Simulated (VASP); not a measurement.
Here is a VASP 6.6.1 calculation.

INCAR

```
PREC = Accurate
ENCUT = 600
EDIFF = 1E-7
ISMEAR = -1
SIGMA = 0.05
LREAL = F
LASPH = T
NELM = 60
ALGO = Fast
ISIF = 3
LWAVE = F
LCHARG = F
GGA = AM
IBRION = 2
NSW = 40
EDIFFG = -0.01
```

Contents of KPOINTS:

```
regular mesh
0
Gamma
  9 9 9
```

The input POSCAR:

```
ZrS
1.0
    0.0000000000      2.6250000000      2.6250000000
    2.6250000000      0.0000000000      2.6250000000
    2.6250000000      2.6250000000      0.0000000000
Zr S
1 1
Direct
    0.0000000000      0.0000000000      0.0000000000
    0.5000000000      0.5000000000      0.5000000000
```

Potentials or basis: VASP PAW PBE potentials, release 64 (Zr_sv, S).

Run with:

```sh
$ cat potpaw_PBE.64/Zr_sv/POTCAR potpaw_PBE.64/S/POTCAR > POTCAR
$ mpirun -np 1 vasp_std > vasp.out
```

Q: Estimate the space group after relaxing (to 0.05 Å).

A: Fm-3m (No. 225).

Q: What does it give for the relaxed volume?

A: 17.19 Å³/atom.

Q: Estimate the relaxed cell.

A: a = 3.650 Å, b = 3.650 Å, c = 3.650 Å, α = 60.00°, β = 60.00°, γ = 60.00°.

The path:
```
step  energy change (eV)  largest force (eV/Å)  pressure (GPa)  volume (Å³)
   1              0.0000                0.0000           -6.67        36.18
   2              0.0211                0.0000           10.13        32.37
   3             -0.0391                0.0000           -0.09        34.41
   4             -0.0391                0.0000            0.05        34.37
```

Caveat: the PAW data sets were made with another functional, which shifts forces and pressure a little.
